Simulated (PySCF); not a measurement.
# C3H6O2 (Propanoic Acid): the cost of one run

Programs: PySCF 2.14.0, with density-fitted response routines of our own. Each step states its level of theory. These are calculated values for one molecule, in the gas phase or a continuum, unless marked as measured. Atoms count from 0, in the outputs and in this text.

**1. The molecule as given**

11 atoms, charge 0, multiplicity 1; geometry from: GFN2-xTB. The atoms were then displaced at random by about 0.01 Å, so the start is not that level's minimum.

Bonds of the start (Å): C0–C1 1.49, C1–C2 1.50, C2–O3 1.20, C2–O4 1.36, C0–H5 1.09, C0–H6 1.10, C0–H7 1.11, C1–H8 1.07, C1–H9 1.10, O4–H10 0.96.

**2. Relaxing the molecule at PBE0-D3(BJ)/def2-TZVP**

Job settings and geometry (Å):

```
{"job": {"xc": "PBE0", "basis": "def2-TZVP", "d3": "d3bj", "grid": 2, "shake": 0.01, "kind": "geom"}, "charge": 0, "multiplicity": 1}
C     -1.422310     0.203560     0.416080
C     -0.161300    -0.578630     0.290990
C      0.995230     0.287890    -0.107040
O      1.022690     1.474120    -0.308570
O      2.141780    -0.437320    -0.206200
H     -2.272810    -0.414390     0.688790
H     -1.324010     1.004340     1.163850
H     -1.659960     0.714630    -0.539890
H     -0.251900    -1.355340    -0.439330
H      0.092060    -1.062050     1.249040
H      2.878640     0.137350    -0.438450
```

On the command line:

```bash
$ OMP_NUM_THREADS=1 python probes_run.py task.json out
```

The driver reads the jobs from task.json and runs them one after another.

**Question.** How long does this first job take on 1 thread of Arm Neoverse V2, shared host, and how much memory does it need?

About 70 s, with a peak of 0.86 GiB.
